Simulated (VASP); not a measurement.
Write the native input for VASP 6.6.1 that does the following.

```yaml
Task: electron localisation function
Functional: revPBE
Dispersion: D3
Potentials_or_basis: VASP PAW PBE potentials, release 64 (Fe)
Cutoff: 520 eV
k_mesh: 9 × 9 × 9
Occupations: gaussian, width 0.1 eV
Spin: collinear spin, ferromagnetic start
Starting_moments: "[3.0, 3.0] μB"
Fixed_moment: 3 μB
Hubbard_terms: Fe d U = 4 eV, J = 0.5 eV
LDAUTYPE: 2
Hund's_J: 0.5
Further_INCAR_settings: ALGO = Normal; EDIFF = 1e-06
```

The structure of Fe lies in Fe.cif:

```cif
data_Fe
_cell_length_a 2.88600000
_cell_length_b 2.88600000
_cell_length_c 2.88600000
_cell_angle_alpha 90.00000000
_cell_angle_beta 90.00000000
_cell_angle_gamma 90.00000000
_space_group_name_H-M_alt 'Im-3m'
_space_group_name_Hall '-I 4 2 3'
_space_group_IT_number 229
loop_
_space_group_symop_operation_xyz
'x,y,z'
'-x,-y,-z'
'-y,x,z'
'y,-x,-z'
'-x,-y,z'
'x,y,-z'
'y,-x,z'
'-y,x,-z'
'x,-y,-z'
'-x,y,z'
'-y,-x,-z'
'y,x,z'
'-x,y,-z'
'x,-y,z'
'y,x,-z'
'-y,-x,z'
'z,x,y'
'-z,-x,-y'
'z,-y,x'
'-z,y,-x'
'z,-x,-y'
'-z,x,y'
'z,y,-x'
'-z,-y,x'
'-z,x,-y'
'z,-x,y'
'-z,-y,-x'
'z,y,x'
'-z,-x,y'
'z,x,-y'
'-z,y,x'
'z,-y,-x'
'y,z,x'
'-y,-z,-x'
'x,z,-y'
'-x,-z,y'
'-y,z,-x'
'y,-z,x'
'-x,z,y'
'x,-z,-y'
'-y,-z,x'
'y,z,-x'
'-x,-z,-y'
'x,z,y'
'y,-z,-x'
'-y,z,x'
'x,-z,y'
'-x,z,-y'
'x+1/2,y+1/2,z+1/2'
'-x+1/2,-y+1/2,-z+1/2'
'-y+1/2,x+1/2,z+1/2'
'y+1/2,-x+1/2,-z+1/2'
'-x+1/2,-y+1/2,z+1/2'
'x+1/2,y+1/2,-z+1/2'
'y+1/2,-x+1/2,z+1/2'
'-y+1/2,x+1/2,-z+1/2'
'x+1/2,-y+1/2,-z+1/2'
'-x+1/2,y+1/2,z+1/2'
'-y+1/2,-x+1/2,-z+1/2'
'y+1/2,x+1/2,z+1/2'
'-x+1/2,y+1/2,-z+1/2'
'x+1/2,-y+1/2,z+1/2'
'y+1/2,x+1/2,-z+1/2'
'-y+1/2,-x+1/2,z+1/2'
'z+1/2,x+1/2,y+1/2'
'-z+1/2,-x+1/2,-y+1/2'
'z+1/2,-y+1/2,x+1/2'
'-z+1/2,y+1/2,-x+1/2'
'z+1/2,-x+1/2,-y+1/2'
'-z+1/2,x+1/2,y+1/2'
'z+1/2,y+1/2,-x+1/2'
'-z+1/2,-y+1/2,x+1/2'
'-z+1/2,x+1/2,-y+1/2'
'z+1/2,-x+1/2,y+1/2'
'-z+1/2,-y+1/2,-x+1/2'
'z+1/2,y+1/2,x+1/2'
'-z+1/2,-x+1/2,y+1/2'
'z+1/2,x+1/2,-y+1/2'
'-z+1/2,y+1/2,x+1/2'
'z+1/2,-y+1/2,-x+1/2'
'y+1/2,z+1/2,x+1/2'
'-y+1/2,-z+1/2,-x+1/2'
'x+1/2,z+1/2,-y+1/2'
'-x+1/2,-z+1/2,y+1/2'
'-y+1/2,z+1/2,-x+1/2'
'y+1/2,-z+1/2,x+1/2'
'-x+1/2,z+1/2,y+1/2'
'x+1/2,-z+1/2,-y+1/2'
'-y+1/2,-z+1/2,x+1/2'
'y+1/2,z+1/2,-x+1/2'
'-x+1/2,-z+1/2,-y+1/2'
'x+1/2,z+1/2,y+1/2'
'y+1/2,-z+1/2,-x+1/2'
'-y+1/2,z+1/2,x+1/2'
'x+1/2,-z+1/2,y+1/2'
'-x+1/2,z+1/2,-y+1/2'
loop_
_atom_site_label
_atom_site_type_symbol
_atom_site_symmetry_multiplicity
_atom_site_Wyckoff_symbol
_atom_site_fract_x
_atom_site_fract_y
_atom_site_fract_z
_atom_site_occupancy
Fe1 Fe 2 a 0.0000000000 0.0000000000 0.0000000000 1
```

The structure of Fe lies in POSCAR:

```
Fe
 1.0000000000000000
     2.8860000000000001    0.0000000000000000    0.0000000000000000
     0.0000000000000000    2.8860000000000001    0.0000000000000000
     0.0000000000000000    0.0000000000000000    2.8860000000000001
 Fe 
   2
Cartesian
  0.0000000000000000  0.0000000000000000  0.0000000000000000
  1.4430000000000001  1.4430000000000001  1.4430000000000001
```

These files were run (other wordings do the same):

INCAR

```
PREC = Accurate
ENCUT = 520
EDIFF = 1E-6
ISMEAR = 0
SIGMA = 0.1
LREAL = F
LASPH = T
NELM = 120
ALGO = Normal
ISIF = 2
LWAVE = F
LCHARG = T
ISPIN = 2
MAGMOM = 3 3
LORBIT = 11
NUPDOWN = 3
LMAXMIX = 4
LDAU = T
LDAUTYPE = 2
LDAUL = 2
LDAUU = 4
LDAUJ = 0.5
LDAUPRINT = 1
GGA = RE
IVDW = 11
LELF = T
```

KPOINTS

```
regular mesh
0
Gamma
  9 9 9
```

Potentials or basis: VASP PAW PBE potentials, release 64 (Fe).

Command:

```bash
$ ase convert -i cif -o vasp Fe.cif POSCAR
$ cat potpaw_PBE.64/Fe/POTCAR > POTCAR
$ mpirun -np 1 vasp_std > vasp.out
```

Results of the run:

* Pressure: -18.9 GPa
* Net moment: 3.00 μB per cell
* Site moments: Fe +1.57 μB
* Valence electrons inside the program's atomic spheres: Fe 7.21
* Dispersion energy per atom: -0.471 eV

Caveat: the moment is held away from its start; the PAW data sets were made with another functional, which shifts forces and pressure a little; the total moment is fixed, so each spin has its own Fermi level; the U is typed as a test and isn't derived for this compound.

Wall time 22 s on 1 thread of Intel(R) Xeon(R) Platinum 8488C (Sapphire Rapids), with other jobs on the host, peak memory 0.15 GiB.
